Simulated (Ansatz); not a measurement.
Re:

```xyz
2
Lattice="2.7608 0.0000 0.0000 -1.3804 2.3909 0.0000 0.0000 0.0000 4.4582" Properties=species:S:1:pos:R:3 pbc="T T T"
Re    1.3804    0.7970    3.3436
Re    0.0000    1.5939    1.1145
```

```yaml
Program: Ansatz 0.2.0
Task: single point
Functional: PBE
Potentials_or_basis: Ansatz PAW
Cutoff: "420 eV (not typed: the program's choice for these potentials)"
k_mesh: 11 × 11 × 6
Occupations: fermi-dirac, width 0.05 eV
Spin: no spin polarisation
```

On this cell: pressure 6.0 GPa; largest force under 0.003 eV/Å; band gap on the k mesh none (metal or under the smearing width).

The same run follows on a disturbed copy (atoms moved at random, drawn with an rms of 0.05 Å):

```
Re
1.0
     2.76080    0.00000    0.00000
    -1.38040    2.39092    0.00000
     0.00000    0.00000    4.45820
Re
2
Cartesian
  1.4005 0.7550 3.4064
  -0.0082 1.5914 1.0882
```

Task: What changes?

Result: The energy (extrapolated to zero smearing) moves by +11.4 meV/atom; pressure 7.4 GPa; largest force 0.547 eV/Å; band gap on the k mesh none (metal or under the smearing width).

Forces in eV/Å, atoms in the order of the input:
```
Re  -0.155  0.213 -0.479
Re   0.155 -0.213  0.479
```

Stress tensor (GPa, compression positive):
```
 6.02  0.74  0.62
 0.74  7.94 -0.89
 0.62 -0.89  8.34
```
